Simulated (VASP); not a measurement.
# Re (Fm-3m) in VASP: further runs

One crystal, Re, is run at these levels: PBE, r2SCAN; tasks: single point.

Program: VASP 6.6.1. These are calculated values, not measurements. Logs are shortened: lines on timing, memory, paths and dates and some standing lists are left out, and cuts for length are marked.

### 1 Starting point

The structure is cubic, space group Fm-3m (No. 225). Conventional cell: a = 3.889 Å, b = 3.889 Å, c = 3.889 Å, α = 90.00°, β = 90.00°, γ = 90.00°. Around Re (site symmetry m-3m) lie 12 Re at 2.75 Å.

The cell was built by a generator and needn't be a form met in nature.

### 2 Single point, PBE

The input, INCAR:

```
PREC = Accurate
ENCUT = 520
EDIFF = 1E-7
ISMEAR = 0
SIGMA = 0.05
LREAL = F
LASPH = T
NELM = 80
ALGO = Normal
ISIF = 2
LWAVE = F
LCHARG = F
GGA = PE
NBANDS = 10
```

The input, KPOINTS:

```
Automatic mesh
0
Gamma
  8 8 8
```

The input, POSCAR:

```
Re
1.0
    0.0000000000      1.9444197246      1.9444197246
    1.9444197246      0.0000000000      1.9444197246
    1.9444197246      1.9444197246      0.0000000000
Re
1
Direct
    0.0000000000      0.0000000000      0.0000000000
```

Potentials or basis: VASP PAW PBE potentials, release 64 (Re).

The run is started by

```console
$ cat potpaw_PBE.64/Re/POTCAR > POTCAR
$ mpirun -np 1 vasp_std > vasp.out
```

OUTCAR:

```text
PREC = Accurate
   ENCUT = 520
   EDIFF = 1E-7
   ISMEAR = 0
   LREAL = F
   LASPH = T
   NELM = 80
   ISIF = 2
   GGA = PE

 ion  position               nearest neighbor table
   1  0.000  0.000  0.000-

  LATTYP: Found a face centered cubic cell.
 ALAT       =     3.8888394492

  Lattice vectors:

 A1 = (   0.0000000000,   1.9444197246,   1.9444197246)
 A2 = (   1.9444197246,   0.0000000000,   1.9444197246)
 A3 = (   1.9444197246,   1.9444197246,   0.0000000000)

Analysis of symmetry for initial positions (statically):
=====================================================================
 Subroutine PRICEL returns:
 Original cell was already a primitive cell.

 Routine SETGRP: Setting up the symmetry group for a
 face centered cubic supercell.

 Subroutine GETGRP returns: Found 48 space group operations
 (whereof 48 operations were pure point group operations)
 out of a pool of 48 trial point group operations.

The static configuration has the point symmetry O_h .

Analysis of symmetry for dynamics (positions and initial velocities):
=====================================================================
 Subroutine PRICEL returns:
 Original cell was already a primitive cell.

 Routine SETGRP: Setting up the symmetry group for a
 face centered cubic supercell.

 Subroutine GETGRP returns: Found 48 space group operations
 (whereof 48 operations were pure point group operations)
 out of a pool of 48 trial point group operations.

The dynamic configuration has the point symmetry O_h .

 Subroutine INISYM returns: Found 48 space group operations
 (whereof 48 operations are pure point group operations),
 and found     1 'primitive' translations

----------------------------------------------------------------------------------------

                                     Primitive cell

  volume of cell :      14.7028

  direct lattice vectors                    reciprocal lattice vectors
     0.000000000  1.944419725  1.944419725    -0.257146126  0.257146126  0.257146126
     1.944419725  0.000000000  1.944419725     0.257146126 -0.257146126  0.257146126
     1.944419725  1.944419725  0.000000000     0.257146126  0.257146126 -0.257146126

  length of vectors
     2.749824745  2.749824745  2.749824745     0.445390156  0.445390156  0.445390156

  position of ions in fractional coordinates (direct lattice)
     0.000000000  0.000000000  0.000000000

  ion indices of the primitive-cell ions
   primitive index   ion index
                 1           1

----------------------------------------------------------------------------------------

 KPOINTS: Automatic mesh

Automatic generation of k-mesh.
 Grid dimensions read from file:
 generate k-points for:    8    8    8

 Generating k-lattice:

  Cartesian coordinates                     Fractional coordinates (reciprocal lattice)
    -0.032143266  0.032143266  0.032143266     0.125000000  0.000000000  0.000000000
     0.032143266 -0.032143266  0.032143266     0.000000000  0.125000000  0.000000000
     0.032143266  0.032143266 -0.032143266     0.000000000  0.000000000  0.125000000

  Length of vectors
     0.055673769  0.055673769  0.055673769

  Shift w.r.t. Gamma in fractional coordinates (k-lattice)
     0.000000000  0.000000000  0.000000000

 Subroutine IBZKPT returns following result:
 ===========================================

 Found     29 irreducible k-points:

 Following reciprocal coordinates:
            Coordinates               Weight
  0.000000  0.000000  0.000000      1.000000
  0.125000  0.000000  0.000000      8.000000
  0.250000  0.000000  0.000000      8.000000
  0.375000  0.000000  0.000000      8.000000
  0.500000  0.000000  0.000000      4.000000
  0.125000  0.125000  0.000000      6.000000
[... 16 lines left out ...]
  0.500000  0.250000  0.125000     48.000000
 -0.375000  0.250000  0.125000     24.000000
 [... further k-points ...]
   k-points           NKPTS =     29   k-points in BZ     NKDIM =     29   number of bands    NBANDS=     10
   number of dos      NEDOS =    301   number of ions     NIONS =      1
   total plane-waves  NPLWV =   8000
   dimension x,y,z NGX =    20 NGY =   20 NGZ =   20
   dimension x,y,z NGXF=    40 NGYF=   40 NGZF=   40
   ions per type =               1
   NGX,Y,Z   is equivalent  to a cutoff of  12.09, 12.09, 12.09 a.u.
   NGXF,Y,Z  is equivalent  to a cutoff of  24.18, 24.18, 24.18 a.u.
 SYSTEM =  unknown system
   PREC   = accura    normal or accurate (medium, high low for compatibility)
   ISTART =      0    job   : 0-new  1-cont  2-samecut
   ICHARG =      2    charge: 1-file 2-atom 10-const
   ISPIN  =      1    spin polarized calculation?
   LNONCOLLINEAR =      F non collinear calculations
   LSORBIT =      F    spin-orbit coupling
   LASPH  =      T    aspherical Exc in radial PAW
   ENCUT  =  520.0 eV  38.22 Ry    6.18 a.u.   5.11  5.11  5.11*2*pi/ulx,y,z
   NELM   =     80;   NELMIN=  2; NELMDL= -5     # of ELM steps
   EDIFF  = 0.1E-06   stopping-criterion for ELM
   LREAL  =      F    real-space projection
   EDIFFG = 0.1E-05   stopping-criterion for IOM
   NSW    =      0    number of steps for IOM
   IBRION =     -1    ionic relax: 0-MD 1-quasi-New 2-CG
   NFREE  =      0    steps in history (QN), initial steepest desc. (CG)
   ISIF   =      2    stress and relaxation
   ISYM   =      2    0-nonsym 1-usesym 2-fastsym
   POTIM  = 0.5000    time-step for ionic-motion
   TEBEG  =    0.0;   TEEND  =   0.0 temperature during run
   PSTRESS=    0.0 pullay stress
   NELECT =       7.0000    total number of electrons
   NUPDOWN=      -1.0000    fix difference up-down
   EMIN   =  10.00;   EMAX   =-10.00  energy-range for DOS
   EFERMI =   0.00;   METHOD = LEGACY
   ISMEAR =     0;   SIGMA  =   0.05  broadening in eV -4-tet -1-fermi 0-gaus
   EFERMI_NEDOS =   21; number of points for ismear=-14 and -15
   IALGO  =     38    algorithm
   IMIX   =      4    mixing-type and parameters
     AMIX     =   0.40;   BMIX     =  1.00
     AMIX_MAG =   1.60;   BMIX_MAG =  1.00
  volume/ion in A,a.u.               =      14.70        99.22
  Fermi-wavevector in a.u.,A,eV,Ry     =   1.278324  2.415681 22.233435  1.634111
  Thomas-Fermi vector in A             =   2.410873
   LORBIT       =      0    0 simple, 1 ext, 2 COOP (PROOUT), +10 PAW based schemes
   GGA     = PE    functional components
   LHFCALC =     F    Hartree Fock is set to
   AEXX    =    0.0000 exact exchange contribution
   IVDW    =     0    specifies the selected vdW correction
   LEPSILON=     F    determine dielectric tensor
   LRPA    =     F    only Hartree local field effects (RPA)
 non-spin polarized calculation
 Gauss-broadening in eV      SIGMA  =   0.05
  energy-cutoff  :      520.00
  volume of cell :       14.70
 maximum number of plane-waves:       415
   NGX = 11   NGY = 11   NGZ = 11

 number of electron       7.0000001 magnetization

 Free energy of the ion-electron system (eV)
  ---------------------------------------------------
  ext. energy  EPLUGINS =         0.00000000
  ---------------------------------------------------
  free energy    TOTEN  =       -12.33162697 eV

  energy without entropy =      -12.32917000  energy(sigma->0) =      -12.33039848

 E-fermi :   8.3729     XC(G=0): -13.7317

 val. band max:        7.9935962345   @ k =   0.5000   0.2500   0.1250
 cond. band min:       8.3805695860   @ k =   0.5000   0.2500   0.0000
 fundamental gap:      0.3869733515
 Fermi energy:         8.3728784797

 k-point     1 :       0.0000    0.0000    0.0000
  band No.  band energies     occupation
      1      -1.9781      2.00000
      2       6.2520      2.00000
      3       6.2520      2.00000
      4       6.2520      2.00000
      5       9.4556      0.00000
      6       9.4556      0.00000
      7      22.0537      0.00000
      8      27.7441      0.00000
      9      27.7441      0.00000
     10      27.7441      0.00000

 k-point     2 :       0.1250    0.0000    0.0000
  band No.  band energies     occupation
      1      -1.2752      2.00000
      2       5.8184      2.00000
      3       6.5513      2.00000
      4       6.5513      2.00000
      5       9.2458      0.00000
      6       9.2458      0.00000
      7      23.3338      0.00000
      8      25.2957      0.00000
      9      29.0391      0.00000
     10      29.0391      0.00000

 k-point     3 :       0.2500    0.0000    0.0000
  band No.  band energies     occupation
      1       0.3305      2.00000
      2       5.4189      2.00000
      3       6.7257      2.00000
      4       6.7257      2.00000
      5       9.5991      0.00000
      6       9.5991      0.00000
      7      22.0889      0.00000
      8      25.8545      0.00000
      9      32.3572      0.00000
     10      32.5143      0.00000

 k-point     4 :       0.3750    0.0000    0.0000
  band No.  band energies     occupation
      1       1.2192      2.00000
      2       6.2828      2.00000
      3       6.2828      2.00000
      4       6.8093      2.00000
      5      11.1013      0.00000
      6      11.1013      0.00000
      7      19.7655      0.00000
      8      23.2003      0.00000
      9      30.2671      0.00000
     10      30.2671      0.00000
[... 222 lines left out ...]
 k-point    22 :       0.3750    0.2500    0.1250
  band No.  band energies     occupation
      1       1.7746      2.00000
      2       4.2267      2.00000
      3       5.9540      2.00000
      4       8.5070      0.00015
      5       8.5729      0.00000
      6      11.7162      0.00000
      7      23.4840      0.00000
      8      26.9141      0.00000
      9      27.3210      0.00000
     10      28.7303      0.00000

 k-point    23 :       0.5000    0.2500    0.1250
  band No.  band energies     occupation
      1       2.8193      2.00000
      2       4.6406      2.00000
      3       5.2270      2.00000
      4       7.9936      2.00000
      5      10.5690      0.00000
      6      13.7786      0.00000
      7      20.1182      0.00000
      8      25.1309      0.00000
      9      25.5589      0.00000
     10      30.5663      0.00000

 k-point    24 :      -0.3750    0.2500    0.1250
  band No.  band energies     occupation
      1       2.9186      2.00000
      2       4.3802      2.00000
      3       6.2221      2.00000
      4       7.6376      2.00000
      5      11.5461      0.00000
      6      15.4995      0.00000
      7      17.1493      0.00000
      8      24.6670      0.00000
      9      25.6878      0.00000
     10      28.4400      0.00000

 [... further k-points ...]
[... 5 lines left out ...]
  --------------------------------------------------------------------------------------
  -------------------------------------------------------------------------------------
  Total        0.6078017      0.6078017      0.6078017      0.0000000      0.0000000      0.0000000
  in kB       66.2326926     66.2326926     66.2326926      0.0000000      0.0000000      0.0000000
  external PRESSURE =      66.2326926 kB  Pullay stress =       0.0000000 kB

 VOLUME and BASIS-vectors are now :
 -----------------------------------------------------------------------------
  energy-cutoff  :      520.00
  volume of cell :       14.70
      direct lattice vectors                 reciprocal lattice vectors
     0.000000000  1.944419725  1.944419725    -0.257146126  0.257146126  0.257146126
     1.944419725  0.000000000  1.944419725     0.257146126 -0.257146126  0.257146126
     1.944419725  1.944419725  0.000000000     0.257146126  0.257146126 -0.257146126

 POSITION                                       TOTAL-FORCE (eV/Angst)
 -----------------------------------------------------------------------------------
      0.00000      0.00000      0.00000         0.000000      0.000000      0.000000
 -----------------------------------------------------------------------------------
    total drift:                                0.000000      0.000000      0.000000

  FREE ENERGIE OF THE ION-ELECTRON SYSTEM (eV)
  ---------------------------------------------------
  free  energy   TOTEN  =       -12.3316269653 eV

  energy  without entropy=      -12.3291700011  energy(sigma->0) =      -12.33039848
```

It took 4.4 s on 1 thread of Intel Xeon 6975P-C (Granite Rapids), shared host; peak memory 0.12 GiB.

Results:

```
Free energy            : -12.3316 eV
Pressure               : 6.6 GPa
Band gap on the k mesh : none (metal or under the smearing width)
```

The run has no spin-orbit coupling, so splittings on Re are missing.

(Part 1 of 2 ends here.)
